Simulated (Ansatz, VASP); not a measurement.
Given: the input of a run of VASP 6.6.1 on Ni.

The input INCAR:

```
SYSTEM = Ni
  PREC = Accurate
  ENCUT = 520
  EDIFF = 1E-7
  ISMEAR = -1
  SIGMA = 0.05
  LREAL = .FALSE.
  LASPH = .TRUE.
  NELM = 150
  ALGO = Normal
  ISIF = 2
  LWAVE = .FALSE.
  LCHARG = .FALSE.
  ISPIN = 2
  MAGMOM = 1
  LORBIT = 11
  LMAXMIX = 4
  GGA = PS
  NBANDS = 15
```

File KPOINTS:

```
Automatic mesh
0
G
  13 13 13
  0 0 0
```

The input POSCAR:

```
Ni
1.0
   -1.3650143198      1.3650143198      1.3650143198
    1.3650143198     -1.3650143198      1.3650143198
    1.3650143198      1.3650143198     -1.3650143198
Ni
1
Direct
    0.0000000000      0.0000000000      0.0000000000
```

Potentials or basis: VASP PAW PBE potentials, release 64 (Ni).

Launch:

```bash
$ cat potpaw_PBE.64/Ni/POTCAR > POTCAR
$ mpirun -np 1 vasp_std > vasp.out
```

Q: Set up the same calculation for Ansatz 0.2.0. Potentials there: Ansatz PAW.

A: As run (the cutoff follows the program's own potentials):

The input input.yaml:

```yaml
crystal:
  lattice:
    - [-1.3650143198, 1.3650143198, 1.3650143198]
    - [1.3650143198, -1.3650143198, 1.3650143198]
    - [1.3650143198, 1.3650143198, -1.3650143198]
  atoms:
    - { symbol: Ni, position: [0.0, 0.0, 0.0], spin: 1.0 }
hamiltonian:
  xc: pbesol
  pseudopotentials: { kind: paw }
magnetization:
  spin_polarized: true
kpoints:
  mp_grid: { grid: [13, 13, 13] }
scf:
  occupations: { method: fermi_dirac, width: 0.05 }
output:
  forces: true
  stress: true
  eigenvalues: true
```

Potentials or basis: Ansatz PAW.

Run with:

```console
$ ansatz run input.yaml --threads 2 --pin off --max-ram 5632MiB --backend cpu --events-out ev --progress --plain --runs-dir out
```

Both were run:

|  | VASP | Ansatz | Ansatz less VASP |
| --- | --- | --- | --- |
| gap on the k mesh at the Fermi level (eV) | none | none | - |
| pressure (GPa) | 6.8 | 7.0 | +0.17 |
| net moment per atom (μB) | 0.54 | 0.56 | +0.013 |
| size of the moment on the site where the two differ most (μB) | 0.54 | 0.58 | +0.036 |

Site moments also hang on the region over which each program counts them. A gap of «none» marks a metal or a gap that the smearing closes. The two sets of potentials don't hold the same shells in valence.

Caveats: the PAW data sets were made with another functional, which shifts forces and pressure a little (VASP); the PAW data sets come from PBE, with cores solved anew for the run's functional, which leaves a small shift of forces and pressure (Ansatz).
